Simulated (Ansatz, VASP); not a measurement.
MgO: VASP beside Ansatz

```
Mg O
1.0
     2.98209    0.00000    0.00000
    -1.49105    2.58257    0.00000
     0.00000    0.00000    2.71988
Mg O
1 1
Direct
  0.00000 0.00000 0.00000
  0.33333 0.66667 0.50000
```

Change from the starting cell: strain +0.015 along x and y, +0.015 along z, atoms carried along.

Alike in both runs: task single point; functional LDA; k mesh 9 × 9 × 8; occupations gaussian, width 0.05 eV; no spin polarisation.

```csv
,VASP,Ansatz
version,VASP 6.6.1,Ansatz 0.2.0
potentials or method,"VASP PAW LDA potentials, release 64 (Mg, O)","scalar-relativistic, plane waves, PAW"
plane-wave cutoff (eV),520,420
valence electrons in the cell,8,16
```

```csv
,VASP,Ansatz,Ansatz less VASP
gap on the k mesh at the Fermi level (eV),2.62,2.63,+0.004
least direct gap on the mesh (eV),3.02,3.02,+0.002
pressure (GPa),-15.7,-14.2,+1.52
largest component of the traceless stress (GPa),1.86,1.72,-0.136
```

The two sets of potentials don't hold the same shells in valence.

Caveats: so large a pressure means that the cell lies far from this level's equilibrium, or that cutoff or potentials fall short (VASP); an odd mesh through Γ misses points on the zone boundary, where band edges often lie.
